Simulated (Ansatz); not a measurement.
Method: DFT PBE, scalar-relativistic, plane waves, PAW (Ansatz 0.2.0). Settings: cutoff 420 eV, Γ-centred meshes spaced at most about 0.3 Å⁻¹ (2π included), Gaussian smearing. No spin polarisation.

Temperature and zero-point effects are left out.

Two forms of SiGe3 were relaxed alike.

A. Space group I-42d (No. 122), tetragonal, a = 5.676 Å, c = 11.354 Å. Si is surrounded by 4 Ge at 2.43 Å; around Ge on a site of symmetry 2 lie 2 Si at 2.43 Å and 2 Ge at 2.49 Å; Ge on a site of symmetry -4 is surrounded by 4 Ge at 2.49 Å.

B. Space group R3m (No. 160), trigonal, a = 4.015 Å, c = 19.666 Å. Around Si lie 4 Ge at 2.42–2.45 Å; Ge on its first site is surrounded by 1 Si at 2.42 Å and 3 Ge at 2.47 Å; Ge on its second site has 4 Ge at 2.47–2.49 Å; Ge on its third site has 3 Si at 2.45 Å and 1 Ge at 2.49 Å.

Question: Which is lower in energy, and by how much?

Answer: A is lower, by 3 meV/atom. A has Si and Ge ordered on diamond sites, space group I-42d (No. 122), 22.9 Å³/atom and a gap of 0.37 eV on its mesh; B has Si and Ge ordered on diamond sites, space group R3m (No. 160), 22.9 Å³/atom and a gap of 0.22 eV. Both come from invented guesses.

Kohn–Sham gaps at this level usually fall short of measured ones. Cells relaxed within their symmetry can be saddle points.
